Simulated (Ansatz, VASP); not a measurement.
## As in VASP and in Ansatz

```
As
1.0
     0.00000    2.13022    2.13022
     2.13022    0.00000    2.13022
     2.13022    2.13022    0.00000
As
1
Cartesian
  0.0000 0.0000 0.0000
```

Alike in both runs: functional PBE; k mesh 16 × 16 × 16; occupations fermi-dirac, width 0.05 eV; no spin polarisation.

Ansatz relaxed the structure, and its values are those at the end. VASP's run is a single point on that final structure, the one shown.

|  | VASP | Ansatz |
| --- | --- | --- |
| version | VASP 6.6.1 | Ansatz 0.2.0 |
| potentials or method | VASP PAW PBE potentials, release 64 (As) | PAW with Ansatz's default frozen-core files, scalar-relativistic |
| plane-wave cutoff (eV) | 520 | 420 |
| valence electrons in the cell | 5 | 15 |

|  | VASP | Ansatz | Ansatz less VASP |
| --- | --- | --- | --- |
| pressure (GPa) | 0.0 | 0.0 | -0.05 |

The two sets of potentials don't hold the same shells in valence.
